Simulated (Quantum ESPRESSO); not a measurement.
The system is Sn.

```xyz
2
Lattice="-2.9401 2.9401 1.5993 2.9401 -2.9401 1.5993 2.9401 2.9401 -1.5993" Properties=species:S:1:pos:R:3 pbc="T T T"
Sn    0.0000    0.0000    0.0000
Sn    0.0000    2.9401    0.7997
```

- Program: Quantum ESPRESSO 7.5
- Task: single point
- Functional: PBE
- Potentials or basis: SSSP 1.3 efficiency PBE
- Cutoff: 816 eV
- Density cutoff: 6531 eV
- k mesh: 9 × 9 × 9
- Occupations: fermi-dirac, width 0.05 eV
- Spin: no spin polarisation

On this cell: pressure 1.4 GPa; largest force under 0.003 eV/Å; band gap on the k mesh none (metal or under the smearing width).

The same run follows on a disturbed copy (atoms moved at random, drawn with an rms of 0.05 Å):

```
CELL_PARAMETERS angstrom
-2.94014 2.94014 1.59930
2.94014 -2.94014 1.59930
2.94014 2.94014 -1.59930
ATOMIC_POSITIONS crystal
Sn 0.00707 0.99527 0.98770
Sn 0.74919 0.24451 0.49911
```

Q: What changes?

A: The energy (extrapolated to zero smearing) moves by +2.7 meV/atom; pressure 1.5 GPa; largest force 0.193 eV/Å; band gap on the k mesh none (metal or under the smearing width).

Forces in eV/Å, atoms in the order of the input:
```
Sn   0.187  0.048 -0.006
Sn  -0.187 -0.048  0.006
```

Stress tensor (GPa, compression positive):
```
 1.51 -0.02  0.32
-0.02  1.83 -0.08
 0.32 -0.08  1.11
```
